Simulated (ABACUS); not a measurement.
# Ge (Fd-3m) in ABACUS: notebook

Runs on Ge. Level: BLYP. Tasks: band structure, equation of state.

Everything below comes from runs of ABACUS 3.10.1. Logs are shortened: lines on timing, memory, paths and dates and some standing lists are left out, and cuts for length are marked.

## 1. The structure

Symmetry: Fd-3m, No. 227, cubic system. The conventional cell has a = 5.658 Å, b = 5.658 Å, c = 5.658 Å, α = 90.00°, β = 90.00°, γ = 90.00°. Around Ge (site symmetry -43m) lie 4 Ge at 2.45 Å.

## 2. Band structure, BLYP

Contents of INPUT:

```
INPUT_PARAMETERS
suffix              Ge
calculation         nscf
basis_type          pw
pseudo_dir          ./
symmetry            -1
dft_functional      GGA_X_B88+GGA_C_LYP
ecutwfc             79.0
pseudo_rcut         10
nspin               1
nbands              24
ks_solver           dav
smearing_method     fd
smearing_sigma      0.00367493
scf_thr             1e-08
scf_nmax            100
mixing_type         broyden
mixing_beta         0.7
init_chg            file
pw_diag_thr         1e-07
out_band            1
kpar                4
```

Contents of STRU:

```
ATOMIC_SPECIES
Ge 72.6300 32_Ge_14_2.2_2.3_pbe_n_v1.0.upf

LATTICE_CONSTANT
1.8897261246

LATTICE_VECTORS
0.0000000000 2.8289100000 2.8289100000
2.8289100000 0.0000000000 2.8289100000
2.8289100000 2.8289100000 0.0000000000

ATOMIC_POSITIONS
Cartesian

Ge
0.0
2
4.2433650000 4.2433650000 4.2433650000 1 1 1
2.8289100000 2.8289100000 2.8289100000 1 1 1
```

Contents of KPT:

```
K_POINTS
12
Line
0.00000000 0.00000000 0.00000000 10 // G
0.50000000 0.00000000 0.50000000 10 // X
0.50000000 0.25000000 0.75000000 10 // W
0.37500000 0.37500000 0.75000000 10 // K
0.00000000 0.00000000 0.00000000 10 // G
0.50000000 0.50000000 0.50000000 10 // L
0.62500000 0.25000000 0.62500000 10 // U
0.50000000 0.25000000 0.75000000 10 // W
0.50000000 0.50000000 0.50000000 10 // L
0.37500000 0.37500000 0.75000000 1 // K
0.62500000 0.25000000 0.62500000 10 // U
0.50000000 0.00000000 0.50000000 1 // X
```

Potentials or basis: SPMS ONCV 1.0 PBE, plane waves.

Launch:

```console
$ OMP_NUM_THREADS=1 mpirun -np 4 abacus > log
```

running log:

```text
ABACUS v3.10.1

               Atomic-orbital Based Ab-initio Computation at UStc

 ------------------------------------------------------------------------------------

 READING GENERAL INFORMATION
                           global_out_dir = OUT.Ge/
                           global_in_card = INPUT
                               pseudo_dir = ./
                              orbital_dir =
                                    DSIZE = 4
                                    GSIZE = 1

 READING UNITCELL INFORMATION
                                    ntype = 1
                  lattice constant (Bohr) = 1.88973
              lattice constant (Angstrom) = 1

 READING ATOM TYPE 1
                               atom label = Ge
                      L=0, number of zeta = 1
                      L=1, number of zeta = 1
                      L=2, number of zeta = 1
             number of atom for this type = 2

                        TOTAL ATOM NUMBER = 2
CARTESIAN COORDINATES ( UNIT =       1.889726124600 Bohr ).
    atom                   x                   y                   z     mag                  vx                  vy                  vz
tauc_Ge1            4.2433650000        4.2433650000        4.2433650000  0.0000        0.0000000000        0.0000000000        0.0000000000
tauc_Ge2            2.8289100000        2.8289100000        2.8289100000  0.0000        0.0000000000        0.0000000000        0.0000000000

                          Volume (Bohr^3) = 305.551
                             Volume (A^3) = 45.278

 Lattice vectors: (Cartesian coordinate: in unit of a_0)
                   +0            +2.82891            +2.82891
             +2.82891                  +0            +2.82891
             +2.82891            +2.82891                  +0
 Reciprocal vectors: (Cartesian coordinate: in unit of 2 pi/a_0)
            -0.176747           +0.176747           +0.176747
            +0.176747           -0.176747           +0.176747
            +0.176747           +0.176747           -0.176747
 The esolver type has been set to : ksdft_pw

                PAO radial cut off (Bohr) = 10

 Read in pseudopotential file is 32_Ge_14_2.2_2.3_pbe_n_v1.0.upf
                     pseudopotential type = NC
          exchange-correlation functional = PBE
                 nonlocal core correction = 1
                        valence electrons = 14
                                     lmax = 2
                           number of zeta = 3
                     number of projectors = 6
                           L of projector = 0
                           L of projector = 0
                           L of projector = 1
                           L of projector = 1
                           L of projector = 2
                           L of projector = 2
 XC functional updated to : GGA_X_B88+GGA_C_LYP
          exchange-correlation functional = GGA_X_B88+GGA_C_LYP
     initial pseudo atomic orbital number = 18

 SETUP THE ELECTRONS NUMBER
            electron number of element Ge = 14
      total electron number of element Ge = 28
            AUTOSET number of electrons:  = 28
                           occupied bands = 14
                                   NBANDS = 24
                                   NLOCAL = 18

%%%%%%%%%%%%%%%%%%%%%%%%%%%%%%%%%%%%%%%%%%%%%%%%%%%%%%%%%%%%%%%%%%%%%%%%%%%%%%%%%%%%%%%%%%%%%%%%%%%%%%%%%%
 Warning: the number of valence electrons in pseudopotential > 4 for Ge: [Ar] 3d10 4s2 4p2
 Pseudopotentials with additional electrons can yield (more) accurate outcomes, but may be less efficient.
 If you're confident that your chosen pseudopotential is appropriate, you can safely ignore this warning.
%%%%%%%%%%%%%%%%%%%%%%%%%%%%%%%%%%%%%%%%%%%%%%%%%%%%%%%%%%%%%%%%%%%%%%%%%%%%%%%%%%%%%%%%%%%%%%%%%%%%%%%%%%

 SETUP THE PLANE WAVE BASIS
 energy cutoff for charge/potential (unit:Ry) = 316
            fft grid for charge/potential = [ 45, 45, 45 ]
                        fft grid division = [ 1, 1, 1 ]
        big fft grid for charge/potential = [ 45, 45, 45 ]
                                     nbxx = 91125
                                     nrxx = 91125

 SETUP PLANE WAVES FOR CHARGE/POTENTIAL
                    number of plane waves = 29003
                         number of sticks = 1261

 PARALLEL PW FOR CHARGE/POTENTIAL
     PROC   COLUMNS(POT)             PW
        1           1261          29003
 --------------- sum -------------------
        1           1261          29003
                            number of |g| = 308
                                  max |g| = 28.584
                                  min |g| = 0

----------- Double Check Mixing Parameters Begin ------------
mixing_type: broyden
mixing_beta: 0.7
mixing_gg0: 1
mixing_gg0_min: 0.1
mixing_ndim: 8
----------- Double Check Mixing Parameters End ------------

 SETUP K-POINTS
                                    nspin = 1
                                   nkstot = 102
K-POINTS DIRECT COORDINATES
 KPOINTS    DIRECT_X    DIRECT_Y    DIRECT_Z  WEIGHT
       1  0.00000000  0.00000000  0.00000000  1.0000
       2  0.05000000  0.00000000  0.05000000  1.0000
       3  0.10000000  0.00000000  0.10000000  1.0000
       4  0.15000000  0.00000000  0.15000000  1.0000
       5  0.20000000  0.00000000  0.20000000  1.0000
       6  0.25000000  0.00000000  0.25000000  1.0000
[... 22 lines left out ...]
      29  0.40000000  0.35000000  0.75000000  1.0000
      30  0.38750000  0.36250000  0.75000000  1.0000
[... 72 further k points ...]

           k-point number in this process = 26
       minimum distributed K point number = 25

[... K-POINTS CARTESIAN COORDINATES: 26 rows ...]

[... K-POINTS DIRECT COORDINATES: 26 rows ...]

 SETUP PLANE WAVES FOR WAVE FUNCTIONS
     energy cutoff for wavefunc (unit:Ry) = 79
              fft grid for wave functions = [ 45, 45, 45 ]
                    number of plane waves = 4477
                         number of sticks = 361

 PARALLEL PW FOR WAVE FUNCTIONS
     PROC   COLUMNS(POT)             PW
        1            361           4477
 --------------- sum -------------------
        1            361           4477

 SETUP NONLOCAL PSEUDOPOTENTIALS IN PLANE WAVE BASIS
 Ge non-local projectors:
 projector 1 L=0
 projector 2 L=0
 projector 3 L=1
 projector 4 L=1
 projector 5 L=2
 projector 6 L=2
      TOTAL NUMBER OF NONLOCAL PROJECTORS = 36

 Init Non-Local PseudoPotential table :
 Init Non-Local-Pseudopotential done.

                                     npwx = 3695

 Make real space PAO into reciprocal space.
       max mesh points in Pseudopotential = 1001
     dq(describe PAO in reciprocal space) = 0.01
                                    max q = 1071

 number of pseudo atomic orbitals for Ge is 3
WARNING: norm of atomic wavefunction # 3 of atomic type Ge is 0.999795, renormalized

 -------------------------------------------
 NONSELF-CONSISTENT
 -------------------------------------------
                                 init_chg = file
 try to read charge from file
 Read in the charge density: OUT.Ge//Ge-CHARGE-DENSITY.restart

 PW ALGORITHM --------------- ION=   1  ELEC=   1--------------------------------

 k(1/102) Iter steps (avg)=10 threshold=1e-07
 k(2/102) Iter steps (avg)=9 threshold=1e-07
 k(3/102) Iter steps (avg)=10 threshold=1e-07
 k(4/102) Iter steps (avg)=9 threshold=1e-07
 k(5/102) Iter steps (avg)=9 threshold=1e-07
 k(6/102) Iter steps (avg)=10 threshold=1e-07
 k(7/102) Iter steps (avg)=10 threshold=1e-07
 k(8/102) Iter steps (avg)=20 threshold=1e-07
 k(9/102) Iter steps (avg)=16 threshold=1e-07
 k(10/102) Iter steps (avg)=10 threshold=1e-07
[... 6 lines left out ...]
 k(17/102) Iter steps (avg)=17 threshold=1e-07
 k(18/102) Iter steps (avg)=22 threshold=1e-07
 k(19/102) Iter steps (avg)=18 threshold=1e-07
 k(20/102) Iter steps (avg)=14 threshold=1e-07
 k(21/102) Iter steps (avg)=13 threshold=1e-07
 k(22/102) Iter steps (avg)=16 threshold=1e-07
 k(23/102) Iter steps (avg)=16 threshold=1e-07
 k(24/102) Iter steps (avg)=17 threshold=1e-07
 k(25/102) Iter steps (avg)=14 threshold=1e-07
 k(26/102) Iter steps (avg)=13 threshold=1e-07
[... levels at 26 k points of this process ...]

 Density error is 0.00000000000
                          Error Threshold = 1.00000000000e-07
----------------------------------------------------------
     Energy           Rydberg                 eV
----------------------------------------------------------
 E_KohnSham     -321.3057879874      -4371.5895170091
 E_KS(sigma->0) -321.3055826564      -4371.5867233366
 E_Harris       -321.3057879874      -4371.5895170091
 E_band         -16.8740887779       -229.5837559369
 E_one_elec     -140.1517385802      -1906.8622292969
 E_Hartree      87.1139024726        1185.2454486440
 E_xc           -70.7667830147       -962.8314781290
 E_Ewald        -197.5007582031      -2687.1356708822
 E_entropy(-TS) -0.0004106621        -0.0055873451
 E_descf        0.0000000000         0.0000000000
 E_exx          0.0000000000         0.0000000000
 E_Fermi        0.8075639932         10.9874718078
----------------------------------------------------------

 charge density convergence is achieved
 final etot is -4371.5895170 eV
 EFERMI = 10.987471808 eV

 STATE ENERGY(eV) AND OCCUPATIONS    NSPIN == 1
 1/26 kpoint (Cartesian) = 0.0000 0.0000 0.0000 (3695 pws)
       1       -13.7396      0.0196078
       2       -13.7396      0.0196078
       3       -13.7396      0.0196078
       4       -13.6977      0.0196078
       5       -13.6977      0.0196078
       6       -13.4873      0.0196078
[... 16 lines left out ...]
      23        22.0215        0.00000
      24        22.0215        0.00000

 2/26 kpoint (Cartesian) = 0.0000 0.017675 0.0000 (3643 pws)
       1       -13.7414      0.0196078
       2       -13.7406      0.0196078
       3       -13.7406      0.0196078
       4       -13.6962      0.0196078
       5       -13.6933      0.0196078
       6       -13.4955      0.0196078
[... 16 lines left out ...]
      23        22.1053        0.00000
      24        22.5017        0.00000

 3/26 kpoint (Cartesian) = 0.0000 0.035349 0.0000 (3623 pws)
       1       -13.7447      0.0196078
       2       -13.7434      0.0196078
       3       -13.7434      0.0196078
       4       -13.6919      0.0196078
       5       -13.6820      0.0196078
       6       -13.5115      0.0196078
[... 16 lines left out ...]
      23        22.3573        0.00000
      24        23.1365        0.00000

 4/26 kpoint (Cartesian) = 0.0000 0.053024 0.0000 (3627 pws)
       1       -13.7477      0.0196078
       2       -13.7477      0.0196078
       3       -13.7471      0.0196078
       4       -13.6847      0.0196078
       5       -13.6667      0.0196078
       6       -13.5306      0.0196078
[... 16 lines left out ...]
      23        22.7790        0.00000
      24        23.6896        0.00000

 5/26 kpoint (Cartesian) = 0.0000 0.070699 0.0000 (3623 pws)
       1       -13.7528      0.0196078
       2       -13.7528      0.0196078
       3       -13.7471      0.0196078
       4       -13.6749      0.0196078
       5       -13.6487      0.0196078
       6       -13.5518      0.0196078
[... 16 lines left out ...]
      23        23.3718        0.00000
      24        24.2676        0.00000

 6/26 kpoint (Cartesian) = 0.0000 0.088373 0.0000 (3615 pws)
       1       -13.7582      0.0196078
       2       -13.7582      0.0196078
       3       -13.7443      0.0196078
       4       -13.6628      0.0196078
       5       -13.6289      0.0196078
       6       -13.5744      0.0196078
[... 16 lines left out ...]
      23        24.1354        0.00000
      24        24.9416        0.00000

[... levels at 20 further k points ...]

 --------------------------------------------
 !FINAL_ETOT_IS -4371.589517009150 eV
 --------------------------------------------

 Output bands in file: OUT.Ge/BANDS_1.dat
```

It took 7.9 s on 4 MPI ranks of Intel Xeon 6975P-C (Granite Rapids), shared host; peak memory 0.44 GiB.

Levels at the corners of the path, in eV from the Fermi level:
```csv
point,band 10,band 11,band 12,band 13,band 14,band 15,band 16,band 17,band 18,band 19
Γ,-24.44,-12.79,-0.17,-0.03,-0.03,-0.03,2.56,2.56,2.56,6.80
X,-24.40,-8.94,-8.94,-3.06,-3.06,0.91,0.91,9.38,9.38,11.66
W,-24.39,-8.85,-8.85,-3.83,-3.83,4.30,4.30,4.88,4.88,11.01
K,-24.38,-9.42,-8.35,-4.25,-2.62,1.29,4.15,7.18,7.33,8.31
Γ,-24.44,-12.79,-0.17,-0.03,-0.03,-0.03,2.56,2.56,2.56,6.80
L,-24.41,-10.73,-7.59,-1.42,-1.42,0.18,3.81,3.81,7.44,10.76
U,-24.38,-9.42,-8.35,-4.25,-2.62,1.29,4.15,7.18,7.33,8.31
W,-24.39,-8.85,-8.85,-3.83,-3.83,4.30,4.30,4.88,4.88,11.01
L,-24.41,-10.73,-7.59,-1.42,-1.42,0.18,3.81,3.81,7.44,10.76
K,-24.38,-9.42,-8.35,-4.25,-2.62,1.29,4.15,7.18,7.33,8.31
U,-24.38,-9.42,-8.35,-4.25,-2.62,1.29,4.15,7.18,7.33,8.31
X,-24.40,-8.94,-8.94,-3.06,-3.06,0.91,0.91,9.38,9.38,11.66
```

Caveat: the density is read from an earlier self-consistent run, whose mesh may be coarse.

[end of part 1 of 2]
